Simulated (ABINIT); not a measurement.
Crystal: Sb.

```
Sb
1.0
     3.16000    0.00000    0.00000
     0.00000    3.16000    0.00000
     0.00000    0.00000    3.16000
Sb
1
Direct
  0.00000 0.00000 0.00000
```

This isn't the form of Sb at room conditions, which is rhombohedral.

Base run:

| Item | Value |
| --- | --- |
| Program | ABINIT 10.8.3 (patched build) |
| Functional | AM05 |
| Potentials or basis | JTH PAW PBE v2.0 |
| Cutoff | 517 eV |
| k mesh | 8 × 8 × 8 |
| Occupations | fermi-dirac, width 0.05 eV |
| Spin | no spin polarisation |

Its results: band gap on the k mesh none (metal or under the smearing width); pressure -4.8 GPa.

Q: The run is repeated on the same cell with these changes: functional from AM05 to revPBE. What comes out?

A: Band gap on the k mesh none (metal or under the smearing width); pressure -1.6 GPa.

revPBE binds less tightly than AM05, so the same cell stands under more pressure.

Caveats: the PAW data sets were made with another functional, which shifts forces and pressure a little.
